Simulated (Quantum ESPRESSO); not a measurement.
## WC (Qusongite) in Quantum ESPRESSO: the effect of target pressure

WC (Qusongite):

```
W C
1.0
     2.90650    0.00000    0.00000
    -1.45325    2.51710    0.00000
     0.00000    0.00000    2.83660
W C
1 1
Direct
  0.00000 0.00000 0.00000
  0.66667 0.33333 0.50000
```

Alike in all runs:

```yaml
Program: Quantum ESPRESSO 7.5
Task: phonons
Functional: PBE
Potentials_or_basis: GBRV 1.5 PBE
Cutoff: 762 eV
Density_cutoff: 6095 eV
k_mesh: 10 × 10 × 9
Occupations: cold, width 0.2 eV
Spin: no spin polarisation
```

Each run relaxes the cell or the atoms first.

```tsv
target pressure	relaxed volume (Å³/atom)	highest phonon frequency (cm⁻¹)
0 GPa	10.55	609
2 GPa	10.49	614
5 GPa	?	?
10 GPa	10.29	631
15 GPa	10.17	642
```

Problem. What does the run with target pressure 5 GPa give?

Solution. Relaxed volume 10.41 Å³/atom; highest phonon frequency 621 cm⁻¹.

Worked out: In Murnaghan's law V^(-B') rises as a straight line in P. The other rows fit best with B' = 5.6, V0 = 10.55 Å³/atom and B0 = 371 GPa, which gives 10.41 Å³/atom at 5 GPa, against the run's 10.41. A straight line through the other rows of the highest phonon frequency, of slope 2.18 cm⁻¹ per GPa, gives 620 cm⁻¹, against the run's 621.

Caveats: the mesh is thin for the phonons of a metal; the cell is more than 3 GPa from zero pressure, which shifts response properties (some runs).
